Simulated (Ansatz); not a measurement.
Input and command of a plane-wave DFT calculation in Ansatz:

```yaml
crystal:
  lattice:
    - [4.321290898, 0.0, 0.0]
    - [0.0, 6.1112281949, 0.0]
    - [0.0, 0.0, 25.481936347]
  atoms:
    - { symbol: Ga, position: [0.5, 0.5, 0.3335696269] }
    - { symbol: Sb, position: [0.0, 0.25, 0.3335696269] }
    - { symbol: Ga, position: [0.0, 0.0, 0.4183608853] }
    - { symbol: Sb, position: [0.5, 0.75, 0.4183608853] }
    - { symbol: Ga, position: [0.5, 0.5081490291, 0.5080939784] }
    - { symbol: Sb, position: [0.0, 0.2596050576, 0.5024965725] }
    - { symbol: Ga, position: [0.0, -0.059979412, 0.5702272539] }
    - { symbol: Sb, position: [0.5, 0.7257251558, 0.5983037994] }
    - { symbol: H, position: [0.0, 0.4638236332, 0.6359775454] }
    - { symbol: H, position: [0.1630087941, 0.5059599936, 0.6359775454] }
basis:
  ecutwfc: 420
kpoints:
  mp_grid: { grid: [7, 5, 1] }
hamiltonian:
  xc: pbesol
scf:
  occupations: { method: gaussian, width: 0.1 }
output:
  forces: true
  eigenvalues: true
relax:
  adjacent_minimum: "off"
  f_tol: 0.03
  max_steps: 70
  constraints: [{ sites: [0, 1, 2, 3] }]
efield:
  axis: 3
  dipole_correction: true
  ramp_width: 0.04
```

```bash
ansatz run input.yaml --threads 4 --pin off --max-ram 10240MiB --backend cpu --events-out ev --progress --plain --runs-dir out
```

Processor: Intel(R) Xeon(R) 6975P-C (Granite Rapids), 4 threads, on a host shared with other jobs.

Q: Estimate time, memory and problem size.

A: About 3.5 min on 4 threads of Intel(R) Xeon(R) 6975P-C (Granite Rapids), with other jobs on the host, peak memory 1.8 GiB. It solves 69 bands at 18 k points (the mesh reduced by symmetry) with about 13199 plane waves, in 129 SCF iterations over 21 ionic steps.
